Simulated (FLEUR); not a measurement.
# CdTe (F-43m) in FLEUR: a series of runs

One crystal, CdTe, is run at these levels: Wu-Cohen GGA, PW91; tasks: band structure, equation of state.

Program: FLEUR MaX-R8.1 (patched build s14). These are calculated values, not measurements. Logs are shortened: lines on timing, memory, paths and dates and some standing lists are left out, and cuts for length are marked.

**Measured values to compare with.**

From a printed reference work, data compilation, for a bulk crystal of CdTe at 0 K: band gap 1.607 eV.

How close the calculation comes is told below.

## (1) Starting point

Symmetry: F-43m, No. 216, cubic system. Conventional cell: a = 6.410 Å, b = 6.410 Å, c = 6.410 Å, α = 90.00°, β = 90.00°, γ = 90.00°. Around Te (site symmetry -43m) lie 4 Cd at 2.78 Å. Cd (site symmetry -43m) is surrounded by 4 Te at 2.78 Å.

## (2) Band structure, Wu-Cohen GGA, spin-orbit coupling, no magnetisation

inp.xml

```xml
<?xml version="1.0" encoding="UTF-8" standalone="no"?>
<fleurInput fleurInputVersion="0.39">
   <comment>
      CdTe                                                                                                
   </comment>
   <calculationSetup>
      <cutoffs Kmax="3.8" Gmax="11.8" GmaxXC="11.8" numbands="all"/>
      <scfLoop itmax="60" minDistance="0.00001" maxIterBroyd="15" imix="Anderson" alpha="0.05" precondParam="0.0" spinf="2.0"/>
      <coreElectrons ctail="T" frcor="F" kcrel="0" coretail_lmax="0"/>
      <xcFunctional name="wc" relativisticCorrections="F"/>
      <magnetism jspins="1"/>
      <soc l_soc="T" theta="0.0" phi="0.0" spav="F"/>
      <expertModes spex="0" secvar="F"/>
      <geometryOptimization l_f="F" forcealpha="1.0" forcemix="BFGS" epsdisp="0.00001" epsforce="0.00001"/>
      <ldaU l_linMix="F" mixParam="0.05" spinf="1.0"/>
   </calculationSetup>
   <cell>
      <bzIntegration valenceElectrons="42.0" mode="hist" fermiSmearingEnergy="0.00183747">
         <kPointListSelection listName="default-1"/>
         <!-- k-points included here -->
         <xi:include xmlns:xi="http://www.w3.org/2001/XInclude" href="kpts.xml"> </xi:include>
      </bzIntegration>
      <!-- symmetry operations included here -->
      <xi:include xmlns:xi="http://www.w3.org/2001/XInclude" href="sym.xml"> </xi:include>
[... 31 lines left out ...]
            <valenceConfig>(4s1/2) (4p1/2) (4p3/2) (5s1/2) (4d3/2) (4d5/2)</valenceConfig>
         </electronConfig>
         <energyParameters s="5" p="5" d="4" f="4"/>
         <lo type="SCLO" l="0" n="4" eDeriv="0"/>
         <lo type="SCLO" l="1" n="4" eDeriv="0"/>
         <lo type="SCLO" l="1" n="4" eDeriv="1"/>
         <lo type="SCLO" l="2" n="4" eDeriv="2"/>
         <lo type="SCLO" l="3" n="4" eDeriv="2"/>
      </species>
   </atomSpecies>
   <atomGroups>
      <atomGroup species="Tellurium (Te)">
         <relPos label="                   1">-1.000/4.000 -1.000/4.000 -1.000/4.000</relPos>
         <force calculate="T" relaxXYZ="TTT"/>
      </atomGroup>
      <atomGroup species="Cadmium (Cd)">
         <relPos label="                   2">.0000000000 .0000000000 .0000000000</relPos>
         <force calculate="T" relaxXYZ="TTT"/>
      </atomGroup>
   </atomGroups>
   <output dos="F" band="F" slice="F">
      <checks vchk="F" cdinf="F"/>
      <bandDOS minEnergy="-.5*Htr" maxEnergy="0.5*Htr" sigma="0.015" storeEVData="T"/>
      <vacuumDOS vacdos="F" integ="F" star="F" nstars="0" locx1="0.0" locy1="0.0" locx2="0.0" locy2="0.0" nstm="0" tworkf="0.0"/>
      <unfoldingBand unfoldBand="F" supercellX="1" supercellY="1" supercellZ="1"/>
      <plotting iplot="0" polar="F">
         <plot TwoD="T" vec1="  1.0  0.0  0.0" vec2="  0.0  1.0  0.0" vec3="  0.0  0.0  1.0" zero="  0.0  0.0  0.0" file="plot"/>
      </plotting>
      <chargeDensitySlicing numkpt="0" minEigenval="0.0" maxEigenval="0.0" nnne="0" pallst="F"/>
      <specialOutput eonly="F"/>
      <magneticCircularDichroism mcd="F" energyLo="-10.0" energyUp="0.0"/>
   </output>
  <!-- We include the file relax.xml here to enable relaxations (see documentation) -->
  <xi:include xmlns:xi="http://www.w3.org/2001/XInclude" href="relax.xml"> <xi:fallback/> </xi:include>
</fleurInput>
```

crystal.txt

```
CdTe
&input cartesian=F /
0.0000000000  3.2050000000  3.2050000000
3.2050000000  0.0000000000  3.2050000000
3.2050000000  3.2050000000  0.0000000000
1.8897261246
1.0 1.0 1.0

2
52 0.7500000000  0.7500000000  0.7500000000
48 0.0000000000  0.0000000000  0.0000000000

&soc 0.0 0.0 /
&kpt div1=5 div2=5 div3=5 gamma=T /
```

inp.xml (bands)

```
<?xml version="1.0" encoding="UTF-8" standalone="no"?>
<fleurInput fleurInputVersion="0.39">
   <comment>
      CdTe                                                                                                
   </comment>
   <calculationSetup>
      <cutoffs Kmax="3.8" Gmax="11.8" GmaxXC="11.8" numbands="all"/>
      <scfLoop itmax="60" minDistance="0.00001" maxIterBroyd="15" imix="Anderson" alpha="0.05" precondParam="0.0" spinf="2.0"/>
      <coreElectrons ctail="T" frcor="F" kcrel="0" coretail_lmax="0"/>
      <xcFunctional name="wc" relativisticCorrections="F"/>
      <magnetism jspins="1"/>
      <soc l_soc="T" theta="0.0" phi="0.0" spav="F"/>
      <expertModes spex="0" secvar="F"/>
      <geometryOptimization l_f="F" forcealpha="1.0" forcemix="BFGS" epsdisp="0.00001" epsforce="0.00001"/>
      <ldaU l_linMix="F" mixParam="0.05" spinf="1.0"/>
   </calculationSetup>
   <cell>
      <bzIntegration valenceElectrons="42.0" mode="hist" fermiSmearingEnergy="0.00183747">
         <kPointListSelection listName="path-1"/>
         <!-- k-points included here -->
         <xi:include xmlns:xi="http://www.w3.org/2001/XInclude" href="kpts.xml"> </xi:include>
      </bzIntegration>
      <!-- symmetry operations included here -->
[... 32 lines left out ...]
            <valenceConfig>(4s1/2) (4p1/2) (4p3/2) (5s1/2) (4d3/2) (4d5/2)</valenceConfig>
         </electronConfig>
         <energyParameters s="5" p="5" d="4" f="4"/>
         <lo type="SCLO" l="0" n="4" eDeriv="0"/>
         <lo type="SCLO" l="1" n="4" eDeriv="0"/>
         <lo type="SCLO" l="1" n="4" eDeriv="1"/>
         <lo type="SCLO" l="2" n="4" eDeriv="2"/>
         <lo type="SCLO" l="3" n="4" eDeriv="2"/>
      </species>
   </atomSpecies>
   <atomGroups>
      <atomGroup species="Tellurium (Te)">
         <relPos label="                   1">-1.000/4.000 -1.000/4.000 -1.000/4.000</relPos>
         <force calculate="T" relaxXYZ="TTT"/>
      </atomGroup>
      <atomGroup species="Cadmium (Cd)">
         <relPos label="                   2">.0000000000 .0000000000 .0000000000</relPos>
         <force calculate="T" relaxXYZ="TTT"/>
      </atomGroup>
   </atomGroups>
   <output dos="F" band="T" slice="F">
      <checks vchk="F" cdinf="F"/>
      <bandDOS minEnergy="-.5*Htr" maxEnergy="0.5*Htr" sigma="0.015" storeEVData="T"/>
      <vacuumDOS vacdos="F" integ="F" star="F" nstars="0" locx1="0.0" locy1="0.0" locx2="0.0" locy2="0.0" nstm="0" tworkf="0.0"/>
      <unfoldingBand unfoldBand="F" supercellX="1" supercellY="1" supercellZ="1"/>
      <plotting iplot="0" polar="F">
         <plot TwoD="T" vec1="  1.0  0.0  0.0" vec2="  0.0  1.0  0.0" vec3="  0.0  0.0  1.0" zero="  0.0  0.0  0.0" file="plot"/>
      </plotting>
      <chargeDensitySlicing numkpt="0" minEigenval="0.0" maxEigenval="0.0" nnne="0" pallst="F"/>
      <specialOutput eonly="F"/>
      <magneticCircularDichroism mcd="F" energyLo="-10.0" energyUp="0.0"/>
   </output>
  <!-- We include the file relax.xml here to enable relaxations (see documentation) -->
  <xi:include xmlns:xi="http://www.w3.org/2001/XInclude" href="relax.xml"> <xi:fallback/> </xi:include>
</fleurInput>
```

Potentials or basis: all-electron, FLAPW.

Started as:

```console
$ inpgen -f crystal.txt -profile fastHighL
$ # inp.xml edited to the form shown
$ fleur
$ fleur   # second run, on inp.xml (bands)
```

The log of the run:

```text
Welcome to FLEUR        (www.flapw.de)
      MaX-Release 8.1          (www.max-centre.eu)

 ========== k-point set info ==========
 Selected k-point list: default-1
 k-point list type: mesh
 5 x 5 x 5
 Number of k points: 33

 ------------Calculation Setup---------------------------
 Number of OMP-threads    :            1
 Number of basis functions:          508
 Approximate size of matrices (H+S) per k-point:         0.008 GB
 --------------------------------------------------------
 Iteration:     1   Distance:       5.68751684 me/bohr^3
 Iteration:     2   Distance:       5.24318194 me/bohr^3
 Iteration:     3   Distance:       3.17398550 me/bohr^3
 Iteration:     4   Distance:       0.93606810 me/bohr^3
 Iteration:     5   Distance:       0.68867828 me/bohr^3
 Iteration:     6   Distance:       0.12926249 me/bohr^3
 Iteration:     7   Distance:       0.09181198 me/bohr^3
 Iteration:     8   Distance:       0.03670561 me/bohr^3
 Iteration:     9   Distance:       0.00606382 me/bohr^3
 Iteration:    10   Distance:       0.00382027 me/bohr^3
 Iteration:    11   Distance:       0.00030803 me/bohr^3
 Iteration:    12   Distance:       0.00020219 me/bohr^3
 Iteration:    13   Distance:       0.00002535 me/bohr^3
 Iteration:    14   Distance:       0.00000471 me/bohr^3

 ********************************************************************
 Run finished successfully
 Stop message:
   all done
 ********************************************************************
```

output (bands):

```text
Welcome to FLEUR        (www.flapw.de)
      MaX-Release 8.1          (www.max-centre.eu)

 ========== k-point set info ==========
 Selected k-point list: path-1
 k-point list type: path
 Number of k points: 60

 ------------Calculation Setup---------------------------
 Number of OMP-threads    :            1
 Number of basis functions:          512
 Approximate size of matrices (H+S) per k-point:         0.008 GB
 --------------------------------------------------------
 Fermi energy correction for insulators:
 No automatic correction of the Fermi energy has been performed.

 Note: Band structure data (together with different weights) is also stored in the banddos.hdf file.
       A convenient way of extracting and plotting the data from that file is by making use of the

 ********************************************************************
 Run finished successfully
 Stop message:
   Charge density postprocessing done.
 ********************************************************************
```

out.xml (last iteration):

```text
<iteration numberForCurrentRun="   14" overallNumber="   14">
         <energyParameters units="Htr">
            <atomicEP atomType="1" spin="1" branch="5s" branchLowest="-5.67" branchHighest="0.71" value="-0.2996222601"/>
            <atomicEP atomType="1" spin="1" branch="5p" branchLowest="-3.83" branchHighest="1.49" value="-0.0511880458"/>
            <atomicEP atomType="1" spin="1" branch="5d" branchLowest="-1.13" branchHighest="2.85" value="0.1567542231"/>
            <atomicEP atomType="1" spin="1" branch="4f" branchLowest="-9.99" branchHighest="1.67" value="0.3097618625"/>
            <loAtomicEP atomType="1" spin="1" branch="4p" branchLowest="-29.15" branchHighest="-3.83" value="-3.8418597569"/>
            <loAtomicEP atomType="1" spin="1" branch="4p" branchLowest="-29.15" branchHighest="-3.83" value="-3.8418597569"/>
            <loAtomicEP atomType="1" spin="1" branch="4d" branchLowest="-20.21" branchHighest="-1.13" value="-1.1727193984"/>
            <loAtomicEP atomType="1" spin="1" branch="4d" branchLowest="-20.21" branchHighest="-1.13" value="-1.1727193984"/>
            <loAtomicEP atomType="1" spin="1" branch="5s" branchLowest="-5.67" branchHighest="0.71" value="-0.2996222601"/>
            <loAtomicEP atomType="1" spin="1" branch="4f" branchLowest="-9.99" branchHighest="1.67" value="0.3097586553"/>
            <atomicEP atomType="2" spin="1" branch="5s" branchLowest="-3.60" branchHighest="1.09" value="0.0195765032"/>
            <atomicEP atomType="2" spin="1" branch="5p" branchLowest="-2.16" branchHighest="1.73" value="0.1832313533"/>
            <atomicEP atomType="2" spin="1" branch="4d" branchLowest="-14.17" branchHighest="-0.05" value="-0.1356803061"/>
            <atomicEP atomType="2" spin="1" branch="4f" branchLowest="-9.99" branchHighest="2.01" value="0.5012335897"/>
            <loAtomicEP atomType="2" spin="1" branch="4s" branchLowest="-26.65" branchHighest="-3.60" value="-3.5992467159"/>
            <loAtomicEP atomType="2" spin="1" branch="4p" branchLowest="-21.78" branchHighest="-2.16" value="-2.1715071393"/>
            <loAtomicEP atomType="2" spin="1" branch="4p" branchLowest="-21.78" branchHighest="-2.16" value="-2.1715071393"/>
            <loAtomicEP atomType="2" spin="1" branch="4d" branchLowest="-14.17" branchHighest="-0.05" value="-0.1457702443"/>
            <loAtomicEP atomType="2" spin="1" branch="4f" branchLowest="-9.99" branchHighest="2.01" value="0.5012315415"/>
         </energyParameters>
         <eigenvalues>
            <eigenvaluesAt spin="1" ikpt="1" k_x="0.00000000" k_y="0.00000000" k_z="0.00000000">
                      -4.0695443841       -4.0695443841       -3.7280223758       -3.7280223758       -3.7280223749
                      -3.7280223749       -3.5992447852       -3.5992447852       -2.3077537798       -2.3077537798
                      -2.1010612934       -2.1010612934       -2.1010612915       -2.1010612915       -1.2037590112
                      -1.2037590112       -1.2037590105       -1.2037590105       -1.1501889504       -1.1501889504
[... 122 lines left out ...]
         </valenceDensity>
         <coreStates atomType="     1" atomicNumber=" 52" spin="1" kinEnergy="   6889.1968110895" eigValSum="  -4094.9993965780" lostElectrons=" 0.000120">
            <state n="1" l="0" j="0.5" energy="-1161.0555825205" weight="1.0000000000"/>
            <state n="2" l="0" j="0.5" energy="-177.6963351068" weight="1.0000000000"/>
            <state n="2" l="1" j="0.5" energy="-166.4965985487" weight="1.0000000000"/>
            <state n="2" l="1" j="1.5" energy="-156.4072842190" weight="2.0000000000"/>
            <state n="3" l="0" j="0.5" energy="-35.0751566036" weight="1.0000000000"/>
            <state n="3" l="1" j="0.5" energy="-30.4665324685" weight="1.0000000000"/>
            <state n="3" l="1" j="1.5" energy="-28.5864339979" weight="2.0000000000"/>
            <state n="4" l="0" j="0.5" energy="-5.6745616858" weight="1.0000000000"/>
            <state n="3" l="2" j="1.5" energy="-20.4454161876" weight="2.0000000000"/>
            <state n="3" l="2" j="2.5" energy="-20.0522208488" weight="3.0000000000"/>
         </coreStates>
         <coreStates atomType="     2" atomicNumber=" 48" spin="1" kinEnergy="   5642.5275035497" eigValSum="  -3339.7458251821" lostElectrons=" 0.000000">
            <state n="1" l="0" j="0.5" energy="-973.7967554938" weight="1.0000000000"/>
            <state n="2" l="0" j="0.5" energy="-144.2878067829" weight="1.0000000000"/>
            <state n="2" l="1" j="0.5" energy="-134.3322763602" weight="1.0000000000"/>
            <state n="2" l="1" j="1.5" energy="-127.2581027249" weight="2.0000000000"/>
            <state n="3" l="0" j="0.5" energy="-26.6524574226" weight="1.0000000000"/>
            <state n="3" l="1" j="0.5" energy="-22.6599266111" weight="1.0000000000"/>
            <state n="3" l="1" j="1.5" energy="-21.3967863542" weight="2.0000000000"/>
            <state n="3" l="2" j="1.5" energy="-14.3207971654" weight="2.0000000000"/>
            <state n="3" l="2" j="2.5" energy="-14.0641058105" weight="3.0000000000"/>
         </coreStates>
         <allElectronCharges>
            <spinDependentCharge spin="1" total="100.0000000" interstitial="4.3126304" mtSpheres="95.6873696"/>
            <totalCharge value="99.9999999991"/>
         </allElectronCharges>
         <totalEnergy                                    value="   -12391.4513665979" units="Htr">
            <sumOfEigenvalues                            value="    -7491.2539798664">
               <coreElectrons value="-7434.7452217601"/>
               <valenceElectrons value="-56.5087581062"/>
            </sumOfEigenvalues>
            <densityCoulombPotentialIntegral value="-20111.9769162344"/>
            <densityEffectivePotentialIntegral value="-20543.4766199519"/>
            <chargeDenXCDenIntegral value="-329.4571859899"/>
            <FockExchangeEnergyValence value="0.0000000000"/>
            <FockExchangeEnergyCore value="0.0000000000"/>
            <atomTypeDependentContributions atomType="1">
               <electronNucleiInteractionDifferentMTs value="8229.9342631882"/>
               <MadelungTerm value="-33.5525537820"/>
            </atomTypeDependentContributions>
            <atomTypeDependentContributions atomType="2">
               <electronNucleiInteractionDifferentMTs value="6777.8969971095"/>
               <MadelungTerm value="-16.8445484967"/>
            </atomTypeDependentContributions>
            <tkbTimesEntropy value="0.0000053707"/>
            <freeEnergy value="-12391.4513719685"/>
            <extrapolationTo0K value="-12391.4513692832"/>
         </totalEnergy>
         <densityConvergence units="me/bohr^3">
            <chargeDensity spin="1" distance="0.0000047125"/>
         </densityConvergence>
      </iteration>
```

Run time: 6.3 min. Hardware: 1 thread of AMD EPYC 7R43 (Zen 3), shared host; peak memory 0.21 GiB.

What came out:

| Property | Result |
| --- | --- |
| Free energy | -337188.5694 eV |
| Band gap on the k mesh | 0.44 eV, direct |
| Band gap along the path | 0.44 eV, direct |
| Valence electrons inside the program's atomic spheres | Te 19.08; Cd 18.61 (radii Te 2.3, Cd 2.56 bohr) |

Levels at the corners of the path, in eV from the valence-band top:
| point | band 39 | band 40 | band 41 | band 42 | band 43 | band 44 | band 45 | band 46 |
| --- | --- | --- | --- | --- | --- | --- | --- | --- |
| Γ | 0.00 | 0.00 | 0.00 | 0.00 | 0.44 | 0.44 | 4.03 | 4.03 |
| X | -2.44 | -2.44 | -2.12 | -2.12 | 2.12 | 2.12 | 2.31 | 2.31 |
| W | -3.04 | -2.61 | -2.60 | -2.58 | 3.82 | 4.21 | 4.28 | 4.35 |
| K | -3.18 | -2.91 | -1.93 | -1.90 | 2.48 | 2.50 | 4.11 | 4.29 |
| Γ | 0.00 | 0.00 | 0.00 | 0.00 | 0.44 | 0.44 | 4.03 | 4.03 |
| L | -1.36 | -1.36 | -0.86 | -0.86 | 1.46 | 1.46 | 4.78 | 4.78 |
| U | -3.18 | -2.91 | -1.93 | -1.90 | 2.48 | 2.50 | 4.11 | 4.29 |
| W | -3.04 | -2.61 | -2.60 | -2.58 | 3.82 | 4.21 | 4.28 | 4.35 |
| L | -1.36 | -1.36 | -0.86 | -0.86 | 1.46 | 1.46 | 4.78 | 4.78 |
| K | -3.18 | -2.91 | -1.93 | -1.90 | 2.48 | 2.50 | 4.11 | 4.29 |
| U | -3.18 | -2.91 | -1.93 | -1.90 | 2.48 | 2.50 | 4.11 | 4.29 |
| X | -2.44 | -2.44 | -2.12 | -2.12 | 2.12 | 2.12 | 2.31 | 2.31 |

Core levels (eV from the Fermi level):
```tsv
atom	levels
1 Te	1s1/2 -31598.7, 2s1/2 -4840.1, 2p1/2 -4535.3, 2p3/2 -4260.8, 3s1/2 -959.2, 3p1/2 -833.8, 3p3/2 -782.6, 4s1/2 -159.1, 3d3/2 -561.1, 3d5/2 -550.4
2 Cd	1s1/2 -26503.1, 2s1/2 -3931.0, 2p1/2 -3660.1, 2p3/2 -3467.6, 3s1/2 -730.0, 3p1/2 -621.3, 3p3/2 -587.0, 3d3/2 -394.4, 3d5/2 -387.4
```

(Part 1 of 2 ends here.)
